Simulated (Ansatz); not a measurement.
**Eu under changes of volume**

One of the cells (48.859 Å³/atom); the others are scaled copies at fixed shape and fractional positions:

```xyz
1
Lattice="-2.3030 2.3030 2.3030 2.3030 -2.3030 2.3030 2.3030 2.3030 -2.3030" Properties=species:S:1:pos:R:3 pbc="T T T"
Eu    0.0000    0.0000    0.0000
```

```yaml
Program: Ansatz 0.2.0
Functional: PBEsol
Potentials_or_basis: all-electron LAPW, scalar-relativistic
Cutoff: 169 eV (chosen from the basis error)
Basis_error_allowed: 0.0005 eV/atom
k_mesh: 8 × 8 × 8
Occupations: fermi-dirac, width 0.05 eV
Spin: collinear spin, ferromagnetic start
Starting_moments: "[7.0] μB"
```

| volume (Å³/atom) | energy over the lowest point (meV/atom) | pressure (GPa) | moment (μB per cell) |
| --- | --- | --- | --- |
| 45.927 | 0.00 | -2.1 | 7.30 |
| 46.904 | 13.71 | -2.3 | 7.33 |
| 47.882 | 28.12 | -2.4 | 7.35 |
| 48.859 | 43.19 | -2.5 | 7.37 |
| 49.836 | ? | ? | ? |
| 50.813 | 75.33 | -2.7 | 7.39 |
| 51.790 | 92.34 | -2.8 | 7.40 |

Problem. What does the run at 49.836 Å³/atom give?

Solution. Energy over the lowest point 58.93 meV/atom; pressure -2.6 GPa; moment 7.38 μB per cell.

Worked out: A Birch-Murnaghan fit of order 3 (a polynomial in V^(-2/3)) to the other rows has no minimum within the range. It gives 58.94 meV/atom at 49.836 Å³/atom, against the run's 58.93, and -dE/dV = -2.6 GPa, against -2.6. A parabola through the other rows of the moment, of slope 0.0122 μB per Å³/atom there, gives 7.38 μB, against the run's 7.38.

Energies are extrapolated to zero smearing.

Caveats: an open f shell can end in a state above the lowest.
